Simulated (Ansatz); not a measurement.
Crystal: HfN.

```
Hf N
1.0
     0.00000    2.45482    2.45482
     2.45482    0.00000    2.45482
     2.45482    2.45482    0.00000
Hf N
1 1
Direct
  0.00000 0.00000 0.00000
  0.25000 0.25000 0.25000
```

The cell comes from a database or a generator and needn't be the stable form of this composition.

```yaml
Program: Ansatz 0.2.0
Task: single point
Functional: PBE
Potentials_or_basis: Ansatz PAW
Cutoff: "420 eV (not typed: the program's choice for these potentials)"
k_mesh: 9 × 9 × 9
Occupations: fermi-dirac, width 0.05 eV
Spin: no spin polarisation
```

On this cell: pressure 0.7 GPa; largest force zero by symmetry; band gap on the k mesh none (metal or under the smearing width).

The same run follows on a disturbed copy (atoms moved at random, drawn with an rms of 0.05 Å):

```
CELL_PARAMETERS angstrom
0.00000 2.45482 2.45482
2.45482 0.00000 2.45482
2.45482 2.45482 0.00000
ATOMIC_POSITIONS crystal
Hf 0.99847 0.99706 0.99660
N 0.26378 0.24281 0.23936
```

Task: What changes?

Result: The energy (extrapolated to zero smearing) moves by +6.0 meV/atom; pressure 0.9 GPa; largest force 0.561 eV/Å; band gap on the k mesh none (metal or under the smearing width).

Forces on the atoms (eV/Å):
```
Hf  -0.355  0.266  0.343
N    0.355 -0.266 -0.343
```

Stress tensor (GPa, compression positive):
```
 0.92 -1.63 -1.25
-1.63  0.93  1.68
-1.25  1.68  0.93
```
